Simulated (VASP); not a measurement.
A run of VASP 6.6.1 is set up as follows.

The input INCAR:

```
ALGO = Normal
EDIFF = 1E-7
EDIFFG = -0.005
ENCUT = 600
GGA = PS
IBRION = 2
ISIF = 3
ISMEAR = 0
LASPH = True
LCHARG = False
LREAL = False
LWAVE = False
NELM = 80
NSW = 90
PREC = Accurate
SIGMA = 0.03
```

Contents of KPOINTS:

```
k-points
0
Gamma
  12 12 12
```

POSCAR

```
CaO                                     
1.0
    0.0000000000      2.3873293772      2.3873293772
    2.3873293772      0.0000000000      2.3873293772
    2.3873293772      2.3873293772      0.0000000000
  Ca              O             
     1     1
Direct
     0.0000000000000000    0.0000000000000000    0.0000000000000000
     0.5000000000000000    0.5000000000000000    0.5000000000000000
```

Potentials or basis: VASP PAW PBE potentials, release 64 (Ca_sv, O).

Launch:

```sh
$ cat potpaw_PBE.64/Ca_sv/POTCAR potpaw_PBE.64/O/POTCAR > POTCAR
$ mpirun -np 1 vasp_std > vasp.out
```

(1) Predict the band gap on the k mesh.

Answers

(1) 3.53 eV, indirect (least direct gap 3.90 eV).

Caveat: the relaxation stopped at its first step, so nothing moved.
